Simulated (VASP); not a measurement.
Runs of VASP 6.6.1 on GaN. It takes space group P6_3mc (No. 186, hexagonal). The conventional cell has a = 3.189 Å, b = 3.189 Å, c = 5.192 Å, α = 90.00°, β = 90.00°, γ = 120.00°. Ga (site symmetry 3m) has 4 N at 1.95 to 1.96 Å as nearest neighbours. N (site symmetry 3m) has 4 Ga at 1.95 to 1.96 Å as nearest neighbours. The cell is a database's computed one.

| task | level | potentials or basis | cell | k mesh | cutoff (eV) | mesh quality | gap on the mesh (eV) | pressure (GPa) | relaxed volume (Å³/atom) |
| --- | --- | --- | --- | --- | --- | --- | --- | --- | --- |
| relaxation of cell and atoms | LDA | VASP PAW LDA potentials, release 64 (Ga_d, N) | relaxed | 12 × 12 × 6 | 600 | not flagged | 2.11 | 0.0 | (c) |
| relaxation of cell and atoms | PBEsol | VASP PAW PBE potentials, release 64 (Ga_d, N) | relaxed | 6 × 6 × 2 | 600 | coarse | 1.91 | 0.0 | 11.34 |
| relaxation of cell and atoms | PBEsol | VASP PAW PBE potentials, release 64 (Ga, N) | relaxed | 12 × 12 × 6 | 580 | not flagged | (b) | 0.0 | 11.74 |
| relaxation of cell and atoms | PBE | VASP PAW PBE potentials, release 64 (Ga_d, N) | relaxed | 12 × 12 × 6 | 600 | not flagged | (d) | 0.0 | 11.76 |
| relaxation of cell and atoms | PBE+D3(BJ) | VASP PAW PBE potentials, release 64 (Ga_d, N) | relaxed | 12 × 12 × 6 | 600 | not flagged | 1.85 | 0.0 | 11.52 |
| relaxation of cell and atoms | RPBE | VASP PAW PBE potentials, release 64 (Ga_d, N) | relaxed | 12 × 12 × 6 | 600 | not flagged | (a) | 0.0 | 12.03 |
| relaxation of cell and atoms | PBEsol | VASP PAW PBE potentials, release 64 (Ga_d, N) | relaxed | 12 × 12 × 6 | 600 | not flagged | 1.91 | 0.0 | 11.35 |
| relaxation of cell and atoms | PBEsol | VASP PAW PBE potentials, release 64 (Ga_d, N_s) | relaxed | 12 × 12 × 6 | 480 | not flagged | 1.91 | 0.0 | 11.36 |
| single point | PBEsol | VASP PAW PBE potentials, release 64 (Ga_d, N) | as given | 12 × 12 × 6 | 520 | not flagged | 1.86 | -1.2 | - |

Alike in all rows: no spin polarisation; smearing gaussian 0.02 eV.

Q: Estimate the missing entries.

A: (a) 1.63; (b) 1.76; (c) 11.11; (d) 1.72.

Caveats: some runs use coarse meshes; the PAW data sets were made with another functional, which shifts forces and pressure a little (some runs).

A k mesh can miss the band edges, and the runs leave out spin-orbit coupling on Ga.

The runs don't all hold the same shells in valence.
